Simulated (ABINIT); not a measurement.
Li: equation of state with PBE

Crystal: Li.

```
Li
1.0
     3.11100    0.00000    0.00000
    -1.55550    2.69421    0.00000
     0.00000    0.00000    5.09300
Li
2
Cartesian
  1.5555 0.8981 3.8197
  0.0000 1.7961 1.2732
```

This isn't the form of Li at room conditions, which is bcc.

```
Program             : ABINIT 10.8.3 (patched build)
Task                : equation of state
Functional          : PBE
Potentials or basis : JTH PAW PBE v2.0
Cutoff              : 408 eV
k mesh              : 10 × 10 × 5
Occupations         : fermi-dirac, width 0.05 eV
Spin                : no spin polarisation
```

```
Equilibrium volume                        : 20.23 Å³/atom
Bulk modulus at fixed shape and positions : 13.8 GPa
Pressure derivative of the bulk modulus   : 3.4 (rough: it moves with the points fitted)
```

Energy against volume, from the lowest point:
```tsv
volume (Å³/atom)	energy (meV/atom)
20.063	0.00
20.490	0.07
20.917	0.88
21.344	2.37
21.771	4.47
22.198	7.10
22.625	10.27
```

It took 40 s on 1 thread of Arm Neoverse V1, with other jobs on the host, peak memory 0.12 GiB.

Caveat: pressures at fixed basis lie under the slope of the energies; the cell was scaled at fixed shape and fractional positions, which overstates the stiffness of a crystal with free parameters, most of all of layers and chains.
